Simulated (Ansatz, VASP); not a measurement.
Two plane-wave programs on HCl

```
CELL_PARAMETERS angstrom
-1.68788 1.68788 2.36056
1.68788 -1.68788 2.36056
1.68788 1.68788 -2.36056
ATOMIC_POSITIONS crystal
H 0.69576 0.69576 0.00000
Cl 0.97224 0.97224 0.00000
```

Alike in both runs: functional PBEsol; k mesh 8 × 8 × 8; no spin polarisation.

Ansatz relaxed the structure, and its values are those at the end. VASP's run is a single point on that final structure, the one shown.

|  | VASP | Ansatz |
| --- | --- | --- |
| version | VASP 6.6.1 | Ansatz 0.2.0 |
| potentials or method | VASP PAW PBE potentials, release 64 (H, Cl) | scalar-relativistic, plane waves, PAW |
| plane-wave cutoff (eV) | 520 | 420 |
| occupations | gaussian, width 0.01 eV | fixed |
| valence electrons in the cell | 8 | 8 |

VASP gave:

- gap on the k mesh at the Fermi level (eV): 3.77
- least direct gap on the mesh (eV): 5.11
- pressure (GPa): 5.7
- rms of the force components (eV/Å): 0.057

Q: What did Ansatz give for the same quantities?

A: gap on the k mesh at the Fermi level (eV): 3.73; least direct gap on the mesh (eV): 5.07; pressure (GPa): 6.0; rms of the force components (eV/Å): 0.000.

Ansatz warned: «near_symmetry_operations_not_taken».

Caveats: the PAW data sets were made with another functional, which shifts forces and pressure a little (VASP). A k mesh can miss the band edges. A hybrid or GW would open this gap; PBEsol tends to underestimate it.
